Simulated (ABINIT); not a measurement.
Crystal: Pt.

```xyz
1
Lattice="0.0000 1.9609 1.9609 1.9609 0.0000 1.9609 1.9609 1.9609 0.0000" Properties=species:S:1:pos:R:3 pbc="T T T"
Pt    0.0000    0.0000    0.0000
```

| Property | Result |
| --- | --- |
| Program | ABINIT 10.8.3 (patched build) |
| Task | relaxation of cell and atoms |
| Functional | PBE |
| Potentials or basis | JTH PAW PBE v2.0 |
| Cutoff | 435 eV |
| k mesh | 12 × 12 × 12 |
| Occupations | fermi-dirac, width 0.05 eV |
| Spin | no spin polarisation |

At the start: pressure 11.3 GPa; volume 15.08 Å³/atom.

Task: Where does the relaxation end?

Result: Over 4 steps the energy falls by 20.9 meV/atom and the volume is 15.70 Å³/atom (+4.1 %); space group Fm-3m (No. 225, to 0.05 Å).

Step by step:
| step | energy change (eV) | largest force (eV/Å) | pressure (GPa) | volume (Å³) |
| --- | --- | --- | --- | --- |
| 1 | 0.0000 | 0.0000 | 11.26 | 15.08 |
| 2 | -0.0205 | 0.0000 | 1.56 | 15.61 |
| 3 | -0.0209 | 0.0000 | 0.13 | 15.69 |
| 4 | -0.0209 | 0.0000 | 0.00 | 15.70 |

Final structure:
```
Pt
1.0
     0.00000    1.98750    1.98750
     1.98750    0.00000    1.98750
     1.98750    1.98750    0.00000
Pt
1
Direct
  0.00000 0.00000 0.00000
```
